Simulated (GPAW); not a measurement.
## WS2: band structure with PBEsol

Slab: WS2, a slab with vacuum.

```
W S
1.0
     3.18352    0.00000    0.00000
    -1.59176    2.75701    0.00000
     0.00000    0.00000   16.95058
W S
1 2
Direct
  0.00000 0.00000 0.00000
  0.33333 0.66667 0.09200
  0.33333 0.66667 0.90800
```

| Quantity | Value |
| --- | --- |
| Program | GPAW 26.7.0 |
| Task | band structure |
| Functional | PBEsol |
| Potentials or basis | PAW data sets generated in the run's folder for this functional |
| Cutoff | 600 eV |
| Basis | pw |
| k mesh | 10 × 10 × 2 |
| Occupations | fermi-dirac, width 0.05 eV |
| Spin | no spin polarisation |
| Maxiter | 150 |
| Band path | GMKGALHA,LM,KH |
| Band points | 80 |

```yaml
Largest_force: 0.120 eV/Å
Band_gap_on_the_k_mesh: 1.98 eV, indirect (least direct gap 2.14 eV)
Band_gap_along_the_path: 1.77 eV, indirect (least direct gap 1.78 eV)
```

Forces on the atoms (eV/Å):
```
W    0.000  0.000  0.000
S    0.000  0.000 -0.120
S    0.000  0.000  0.120
```

Stress tensor (GPa, compression positive):
```
-1.45  0.00  0.00
 0.00 -1.45  0.00
 0.00  0.00 -0.43
```

Levels at the corners of the path, in eV from the valence-band top:
| point | band 9 | band 10 | band 11 | band 12 | band 13 | band 14 | band 15 | band 16 | band 17 | band 18 |
| --- | --- | --- | --- | --- | --- | --- | --- | --- | --- | --- |
| Γ | -2.90 | -2.05 | -1.64 | -1.64 | 0.00 | 2.89 | 2.89 | 3.10 | 3.10 | 5.00 |
| M | -4.42 | -3.43 | -2.06 | -1.27 | -0.92 | 2.83 | 3.29 | 4.03 | 4.77 | 5.07 |
| K | -4.52 | -3.88 | -3.23 | -2.31 | -0.01 | 1.77 | 3.37 | 4.07 | 5.55 | 6.66 |
| Γ | -2.90 | -2.05 | -1.64 | -1.64 | 0.00 | 2.89 | 2.89 | 3.10 | 3.10 | 5.00 |
| A | -2.90 | -2.05 | -1.64 | -1.64 | 0.00 | 2.89 | 2.89 | 3.10 | 3.10 | 5.03 |
| L | -4.42 | -3.43 | -2.06 | -1.27 | -0.92 | 2.83 | 3.29 | 4.03 | 4.77 | 5.07 |
| H | -4.52 | -3.88 | -3.23 | -2.31 | -0.01 | 1.77 | 3.37 | 4.07 | 5.55 | 6.66 |
| A | -2.90 | -2.05 | -1.64 | -1.64 | 0.00 | 2.89 | 2.89 | 3.10 | 3.10 | 5.03 |
| L | -4.42 | -3.43 | -2.06 | -1.27 | -0.92 | 2.83 | 3.29 | 4.03 | 4.77 | 5.07 |
| M | -4.42 | -3.43 | -2.06 | -1.27 | -0.92 | 2.83 | 3.29 | 4.03 | 4.77 | 5.07 |
| K | -4.52 | -3.88 | -3.23 | -2.31 | -0.01 | 1.77 | 3.37 | 4.07 | 5.55 | 6.66 |
| H | -4.52 | -3.88 | -3.23 | -2.31 | -0.01 | 1.77 | 3.37 | 4.07 | 5.55 | 6.66 |

Run time: 7 min on 1 thread of Intel(R) Xeon(R) Processor @ 2.50GHz (Skylake/Cascade Lake) (shared host), peak memory 0.69 GiB.

Caveat: spin-orbit coupling is left out, which moves the levels of the heavy elements. PBEsol gaps usually lie below the measured ones, often by a third to a half.
